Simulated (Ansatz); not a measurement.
The system is BP.

```
CELL_PARAMETERS angstrom
0.00000 2.26900 2.26900
2.26900 0.00000 2.26900
2.26900 2.26900 0.00000
ATOMIC_POSITIONS crystal
P 0.75000 0.75000 0.75000
B 0.00000 0.00000 0.00000
```

```yaml
Program: Ansatz 0.2.0
Task: single point
Functional: PBE
Potentials_or_basis: Ansatz PAW
Cutoff: "420 eV (not typed: the program's choice for these potentials)"
k_mesh: 10 × 10 × 10
Occupations: fermi-dirac, width 0.05 eV
Spin: no spin polarisation
```

On this cell: pressure 1.1 GPa; largest force zero by symmetry; band gap on the k mesh 1.24 eV, indirect (least direct gap 3.40 eV).

The same run follows on a disturbed copy (atoms moved at random, drawn with an rms of 0.05 Å):

```
CELL_PARAMETERS angstrom
0.00000 2.26900 2.26900
2.26900 0.00000 2.26900
2.26900 2.26900 0.00000
ATOMIC_POSITIONS crystal
P 0.75465 0.75555 0.74339
B 0.99030 0.00905 0.99753
```

Task: What changes?

Result: The energy moves by +6.6 meV/atom; pressure 1.3 GPa; largest force 0.682 eV/Å; band gap on the k mesh 0.90 eV, indirect (least direct gap 2.84 eV).

Forces in eV/Å, atoms in the order of the input:
```
P    0.299 -0.419 -0.448
B   -0.299  0.419  0.448
```

Stress tensor (GPa, compression positive):
```
 1.27  1.17  1.09
 1.17  1.25 -0.76
 1.09 -0.76  1.24
```

A k mesh can miss the band edges.
